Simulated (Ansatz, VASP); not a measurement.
Two plane-wave programs on Cd

```
Cd
1.0
     1.60803    0.92840    2.44929
    -1.60803    0.92840    2.44929
     0.00000   -1.85679    2.44929
Cd
1
Direct
  0.00000 0.00000 0.00000
```

This isn't the form of Cd at room conditions, which is hcp.

Alike in both runs: task single point; functional r2SCAN; k mesh 9 × 9 × 9; occupations gaussian, width 0.1 eV; no spin polarisation.

```csv
,VASP,Ansatz
version,VASP 6.6.1,Ansatz 0.2.0
potentials or method,"VASP PAW PBE potentials, release 64 (Cd)","plane waves, PAW"
plane-wave cutoff (eV),520,500
valence electrons in the cell,12,20
```

VASP gave:

- gap on the k mesh at the Fermi level (eV): none
- pressure (GPa): 0.3
- largest component of the traceless stress (GPa): 0.40

Q: Estimate Ansatz's values.

A: gap on the k mesh at the Fermi level (eV): none; pressure (GPa): 0.0; largest component of the traceless stress (GPa): 0.46.

A gap of «none» marks a metal or a gap that the smearing closes. With one functional, cell and mesh, what is left measures potentials, basis and numerics. The two sets of potentials don't hold the same shells in valence.

Caveats: the PAW data sets were made with another functional, which shifts forces and pressure a little (VASP).
